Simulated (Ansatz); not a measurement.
Input and command of a calculation in Ansatz (plane waves; scalar-relativistic PAW potentials unless the input names others):

```yaml
crystal:
  lattice:
    - [3.4930176482, 0.0, 0.0]
    - [-1.7465088241, 3.0250420193, 0.0]
    - [0.0, 0.0, 4.9292072747]
  atoms:
    - { symbol: Sn, position: [0.0, 0.0, 0.0] }
    - { symbol: S, position: [0.6666666667, 0.3333333333, 0.2963711762] }
    - { symbol: S, position: [0.3333333333, 0.6666666667, 0.7036288238] }
basis:
  ecutwfc: 420
kpoints:
  mp_grid: { grid: [1, 1, 1] }
hamiltonian:
  xc: pbesol
scf:
  occupations: { method: fixed }
  max_iter: 50
output:
  forces: true
  eigenvalues: true
  stress: true
```

```bash
ansatz run input.yaml --threads 1 --pin off --max-ram 3072MiB --backend cpu --events-out ev --progress --plain --runs-dir out
```

Abridged log:
```
Pseudopotentials: kind: paw
Pseudopotential: Sn, paw, valence charge 14, recommended cutoff 420 eV (normal)
Pseudopotential: S, paw, valence charge 6, recommended cutoff 420 eV (normal)
Functional definition: PBEsol
Crystal: 3 atoms, lattice volume = 52.085 Å³
Basis set: ecut = 420 eV, 1031 PW (Γ), exchange–correlation on 48×48×72 points (8 copies of the dense FFT grid, shifted against one another)
Bands: 17, of which v1, the nominal top of the filled ones, is band 13 counted from 1 (12 counted from 0)
Symmetry: 12 space group operations
Space group: P-3m1 (ITA 164), of the structure as read, at distance tolerance 3.7e-5 Å
k-points: 1
Initial density: superposition of atomic densities (neutral atoms: chi_scale 0, normalization atom), corrected by the library's trained network
Initial wavefunctions: pseudopotential atomic-orbital guess
Functional: x = pbesol(κ = 0.804, μ = 0.12345679), c = pbesol(β = 0.046)
SCF iter   1: F=—  HF=-7704.566967 eV  |F-HF|=—  |Δ(HF+E_count)|=         —  Δρ=7.32e-2  dr2=4.89e0  ethr=1.77e-3  ⟨swp⟩=5.0  Hψ=79  notcnv=0  defer=2
SCF iter   2: F=—  HF=-7705.053834 eV  |F-HF|=—  |Δ(HF+E_count)|=   4.87e-1  Δρ=1.29e-1  dr2=1.91e1  ethr=1.77e-3  ⟨swp⟩=5.0  Hψ=54  notcnv=0  defer=2  recentre
SCF iter   3: F=—  HF=-7703.725042 eV  |F-HF|=—  |Δ(HF+E_count)|=    1.33e0  Δρ=4.76e-2  dr2=1.76e0  ethr=1.77e-3  ⟨swp⟩=5.0  Hψ=53  notcnv=0  defer=2
SCF iter   4: F=—  HF=-7703.373768 eV  |F-HF|=—  |Δ(HF+E_count)|=   3.51e-1  Δρ=2.25e-2  dr2=2.23e-1  ethr=1.77e-3  ⟨swp⟩=3.0  Hψ=27  notcnv=0  defer=2
SCF iter   5: F=—  HF=-7703.337697 eV  |F-HF|=—  |Δ(HF+E_count)|=   3.61e-2  Δρ=4.10e-3  dr2=1.51e-2  ethr=8.59e-4  ⟨swp⟩=2.0  Hψ=33  notcnv=0  defer=2
SCF iter   6: F=—  HF=-7703.333152 eV  |F-HF|=—  |Δ(HF+E_count)|=   4.54e-3  Δρ=1.55e-3  dr2=1.23e-3  ethr=5.80e-5  ⟨swp⟩=3.0  Hψ=27  notcnv=0  defer=2
SCF iter   7: F=—  HF=-7703.332815 eV  |F-HF|=—  |Δ(HF+E_count)|=   3.36e-4  Δρ=3.21e-4  dr2=7.06e-5  ethr=4.72e-6  ⟨swp⟩=2.0  Hψ=32  notcnv=0  defer=2
SCF iter   8: F=—  HF=-7703.332780 eV  |F-HF|=—  |Δ(HF+E_count)|=   3.54e-5  Δρ=2.22e-4  dr2=3.25e-5  ethr=2.72e-7  ⟨swp⟩=2.0  Hψ=22  notcnv=0
SCF iter   9: F=—  HF=-7703.332774 eV  |F-HF|=—  |Δ(HF+E_count)|=   6.45e-6  Δρ=1.00e-4  dr2=6.29e-6  ethr=1.25e-7  ⟨swp⟩=2.0  Hψ=23  notcnv=0
SCF iter  10: F=-7703.332772 eV  HF=-7703.332772 eV  |F-HF|=3.96e-9  |Δ(HF+E_count)|=   1.71e-6  Δρ=3.04e-6  dr2=7.19e-9  ethr=3.85e-10  ⟨swp⟩=6.0  Hψ=99  notcnv=0
SCF 1 converged in 10 iterations: F = -7703.332772 eV  dr2 = 7.19e-9
SCF converged after 10 iterations
Free energy (F): -7703.332772 eV
Harris-Foulkes:  -7703.332772 eV  (|F-HF|=3.96e-9)
Internal energy: -7703.332772 eV  (E = F + TS)
E sigma→0 (E₀):  -7703.332772 eV
Fermi energy:    12.880118 eV
--- Forces (eV/Å), atoms counted from 1 ---
  atom   1  Sn     0.00000000     0.00000000     0.00000000
  atom   2  S      0.00000000     0.00000000     1.06229544
  atom   3  S      0.00000000     0.00000000    -1.06229544
--- Stress (GPa, compression-positive) ---
       97.522257       0.000000       0.000000
        0.000000      97.522257       0.000000
        0.000000       0.000000      21.052574
  P = ⅓ Tr σ = 72.0324 GPa (720.324 kbar)
```

Task: Find the fault.

Result: The fault is one k-point for a small cell (kpoints.mp_grid.grid: [12, 12, 6] → [1, 1, 1], the first being the value of the sound run). Setting it back cures it. The run converged all the same, with an energy at zero smearing 5.6 eV/atom above the reference's, pressure 72.03 GPa, largest force 1.062 eV/Å, gap on the mesh 0.45 eV, so convergence alone doesn't show that an input is right. A reference run on usual settings, whose relaxation ended at this geometry, converged, and the end of its own relaxation has pressure 20.00 GPa, largest force 0.000 eV/Å, no gap on the mesh (its cell was held, or driven to that pressure on purpose).

It took 0.51 s on 1 thread of Intel(R) Xeon(R) Platinum 8488C (Sapphire Rapids), with other jobs on the host, peak memory 0.32 GiB.